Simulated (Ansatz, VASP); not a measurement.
AgCl: VASP beside Ansatz

File POSCAR:

```
AgCl
1.0
    4.0834090426      0.0000000000      0.0000000000
   -2.0417045213      3.5363359649      0.0000000000
    0.0000000000      0.0000000000      6.3226549029
Ag Cl
2 2
Direct
    0.0000000000      0.0000000000      0.0000000000
    0.0000000000      0.0000000000      0.5000000000
    0.3333333333      0.6666666667      0.2500000000
    0.6666666667      0.3333333333      0.7500000000
```

INCAR.step1

```
ALGO = Normal
EDIFF = 1E-4
ENCUT = 520
GGA = PE
ISMEAR = 0
LASPH = True
LCHARG = False
LREAL = False
LWAVE = True
NBANDS = 26
NELM = 60
PREC = Accurate
SIGMA = 0.01
```

The input INCAR.step2:

```
ALGO = Normal
EDIFF = 1E-7
ENCUT = 520
ISIF = 2
ISMEAR = 0
ISTART = 1
LASPH = True
LCHARG = False
LMIXTAU = True
LREAL = False
LWAVE = False
METAGGA = R2SCAN
NBANDS = 26
NELM = 60
PREC = Accurate
SIGMA = 0.01
```

Contents of KPOINTS:

```
k-points
0
Gamma
  6 6 4
```

Input for Ansatz:

```yaml
crystal:
  lattice:
    - [4.0834090426, 0.0, 0.0]
    - [-2.0417045213, 3.5363359649, 0.0]
    - [0.0, 0.0, 6.3226549029]
  atoms:
    - { symbol: Ag, position: [0.0, 0.0, 0.0] }
    - { symbol: Ag, position: [0.0, 0.0, 0.5] }
    - { symbol: Cl, position: [0.3333333333, 0.6666666667, 0.25] }
    - { symbol: Cl, position: [0.6666666667, 0.3333333333, 0.75] }
kpoints:
  mp_grid: { grid: [6, 6, 4] }
hamiltonian:
  xc: r2scan
scf:
  occupations: { method: fixed }
  n_extra_bands: 5
output:
  forces: true
  stress: true
  eigenvalues: true
```

Alike in both runs: task single point; functional r2SCAN; k mesh 6 × 6 × 4; no spin polarisation.

```csv
,VASP,Ansatz
version,VASP 6.6.1,Ansatz 0.2.0
potentials or method,"VASP PAW PBE potentials, release 64 (Ag, Cl)","plane waves, PAW"
plane-wave cutoff (eV),520,500
occupations,"gaussian, width 0.01 eV",fixed
valence electrons in the cell,36,52
```

|  | VASP | Ansatz | Ansatz less VASP |
| --- | --- | --- | --- |
| gap on the k mesh at the Fermi level (eV) | 1.42 | 1.47 | +0.049 |
| pressure (GPa) | -2.7 | -2.6 | +0.08 |

The two sets of potentials don't hold the same shells in valence.

Caveats: the PAW data sets were made with another functional, which shifts forces and pressure a little (VASP). r2SCAN opens gaps a little over a GGA but as a rule still falls short of measured ones.
